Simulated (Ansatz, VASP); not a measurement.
**Two plane-wave programs on SiC**

```
CELL_PARAMETERS angstrom
3.07502 0.00000 0.00000
0.00000 4.34874 0.00000
0.00000 0.00000 18.61253
ATOMIC_POSITIONS crystal
Si 0.50000 0.50000 0.37609
Si 0.00000 0.00000 0.45870
Si 0.50000 0.49754 0.54473
Si 0.00000 0.95011 0.61122
C 0.00000 0.25000 0.37609
C 0.50000 0.75000 0.45870
C 0.00000 0.25533 0.54319
C 0.50000 0.75255 0.62453
```

Alike in both runs: functional PBE; dispersion D3(BJ); k mesh 9 × 6 × 1; occupations gaussian, width 0.05 eV; no spin polarisation.

Ansatz relaxed the structure, and its values are those at the end. VASP's run is a single point on that final structure, the one shown.

|  | VASP | Ansatz |
| --- | --- | --- |
| version | VASP 6.6.1 | Ansatz 0.2.0 |
| potentials or method | VASP PAW PBE potentials, release 64 (Si, C) | scalar-relativistic, plane waves, PAW |
| plane-wave cutoff (eV) | 520 | 420 |
| valence electrons in the cell | 32 | 32 |

Ansatz gave:

```
gap on the k mesh at the Fermi level (eV) : 0.21
least direct gap on the mesh (eV)         : 0.53
rms of the force components (eV/Å)        : 0.821
```

Question: Estimate VASP's values.

Answer: gap on the k mesh at the Fermi level (eV): 0.20; least direct gap on the mesh (eV): 0.52; rms of the force components (eV/Å): 0.819.
